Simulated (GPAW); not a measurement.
Write an ASE script for GPAW 26.7.0 that does the following.

- Task: band structure
- Functional: PBEsol
- Potentials or basis: PAW data sets generated in the run's folder for this functional
- Cutoff: 600 eV
- Basis: pw
- k mesh: 10 × 10 × 5
- Occupations: fermi-dirac, width 0.05 eV
- Spin: no spin polarisation
- Maxiter: 150
- Band path: GMKGALHA,LM,KH
- Band points: 100

The structure of Hf lies in POSCAR:

```
Hf
1.0
    3.1967000000      0.0000000000      0.0000000000
   -1.5983500000      2.7684234083      0.0000000000
    0.0000000000      0.0000000000      5.0578000000
Hf
2
Direct
    0.6666666667      0.3333333333      0.7500000000
    0.3333333333      0.6666666667      0.2500000000
```

One way to write it, as run:

run.py

```python
from ase.dft.bandgap import bandgap
from ase.io import read, write
from ase.units import GPa
from gpaw import GPAW, PW, setup_paths

setup_paths.insert(0, '.')

atoms = read('POSCAR')

calc = GPAW(mode=PW(600),
            xc='PBEsol',
            kpts={'size': (10, 10, 5), 'gamma': True},
            occupations={'name': 'fermi-dirac', 'width': 0.05},
            nbands=24,
            convergence={'density': 1e-05, 'energy': 1e-05},
            maxiter=150,
            txt='gpaw.txt')
atoms.calc = calc
energy = atoms.get_potential_energy()
forces = atoms.get_forces()
stress = atoms.get_stress()
calc.write('gs.gpw')
write('result.traj', atoms)
print(f'Energy: {energy:.6f} eV')
print('Forces (eV/A):')
print(forces.round(4))
print('Stress (GPa):', (stress / GPa).round(3))
print('Fermi level:', round(calc.get_fermi_level(), 4), 'eV')
print(f'Gap: {bandgap(calc)[0]:.4f} eV, direct: {bandgap(calc, direct=True)[0]:.4f} eV')

path = atoms.cell.bandpath('GMKGALHA,LM,KH', npoints=100, eps=1e-4)
bs_calc = calc.fixed_density(kpts=path, symmetry='off', nbands=36,
                             convergence={'bands': 'CBM+6.0', 'eigenstates': 1e-6}, txt='bands.txt')
bs = bs_calc.band_structure()
bs.write('bs.json')
print(f'Gap on the path: {bandgap(bs_calc)[0]:.4f} eV')
```

Potentials or basis: PAW data sets generated in the run's folder for this functional, pw.

Command:

```sh
$ gpaw-setup -f PBEsol Hf
$ OMP_NUM_THREADS=1 python run.py
```

Results of the run:

| Item | Value |
| --- | --- |
| Pressure | -3.5 GPa |
| Band gap along the path | none (metal or under the smearing width) |

Caveat: spin-orbit coupling is left out, which moves the levels of the heavy elements.

It took 77 s on 1 thread of Arm Neoverse V1 (shared host), peak memory 0.32 GiB.
